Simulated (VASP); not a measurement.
Write the native input for VASP 6.6.1 that does the following.

```
Task                   : Born charges and dielectric tensor
Functional             : PBE
Potentials or basis    : VASP PAW PBE potentials, release 64 (Cd, S)
Cutoff                 : 700 eV
k mesh                 : 10 × 10 × 10
Occupations            : gaussian, width 0.02 eV
Spin                   : no spin polarisation
Further INCAR settings : ALGO = Fast; EDIFF = 1e-08; IBRION = 8; NSW = 1
```

The structure of CdS lies in POSCAR:

```
CdS                                     
1.0
    0.0000000000      2.9689973026      2.9689973026
    2.9689973026      0.0000000000      2.9689973026
    2.9689973026      2.9689973026      0.0000000000
  Cd              S             
     1     1
Direct
     1.0000000000000000    1.0000000000000000    0.0000000000000000
     0.2500000000000000    0.2500000000000000    0.2500000000000000
```

The input as run:

INCAR

```
PREC = Accurate
ENCUT = 700
EDIFF = 1E-8
ISMEAR = 0
SIGMA = 0.02
LREAL = False
LASPH = True
NELM = 60
ALGO = Fast
ISIF = 2
LWAVE = False
LCHARG = False
GGA = PE
LEPSILON = True
IBRION = 8
NSW = 1
```

KPOINTS

```
regular mesh
0
Gamma
  10 10 10
```

Potentials or basis: VASP PAW PBE potentials, release 64 (Cd, S).

Run with:

```sh
$ cat potpaw_PBE.64/Cd/POTCAR potpaw_PBE.64/S/POTCAR > POTCAR
$ mpirun -np 1 vasp_std > vasp.out
```

It gave:

The band gap on the k mesh is 1.03 eV, direct, the electronic dielectric tensor (diagonal) is 6.42 and the born charges (mean of the diagonal) is Cd +2.25; S -2.25 e. The highest phonon frequency at Γ, LO-TO splitting left out is 216 cm⁻¹.

Wall time 7.6 min on 1 thread of Intel(R) Xeon(R) 6975P-C (Granite Rapids) (shared host), peak memory 0.58 GiB.
